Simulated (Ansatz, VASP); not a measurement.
## TaSi2 in VASP and in Ansatz

```
Ta Si
1.0
     4.41244    0.00000    0.00000
    -2.20622    3.82128    0.00000
     0.00000    0.00000    2.64839
Ta Si
1 2
Direct
  0.00000 0.00000 0.50000
  0.33333 0.66667 0.00000
  0.66667 0.33333 0.00000
```

Alike in both runs: functional PBE; k mesh 6 × 6 × 6; occupations gaussian, width 0.1 eV; no spin polarisation.

Ansatz relaxed the structure, and its values are those at the end. VASP's run is a single point on that final structure, the one shown.

|  | VASP | Ansatz |
| --- | --- | --- |
| version | VASP 6.6.1 | Ansatz 0.2.0 |
| potentials or method | VASP PAW PBE potentials, release 64 (Ta_pv, Si) | scalar-relativistic, plane waves, PAW |
| plane-wave cutoff (eV) | 520 | 420 |
| valence electrons in the cell | 19 | 21 |

```tsv
	VASP	Ansatz	Ansatz less VASP
gap on the k mesh at the Fermi level (eV)	none	none	-
pressure (GPa)	0.1	0.1	-0.07
```

A gap of «none» marks a metal or a gap that the smearing closes. The two sets of potentials don't hold the same shells in valence.

Caveats: the k mesh is coarse (spacing up to 0.40 Å⁻¹), so the values aren't converged. Spin-orbit coupling is left out, which matters for the levels of Ta.
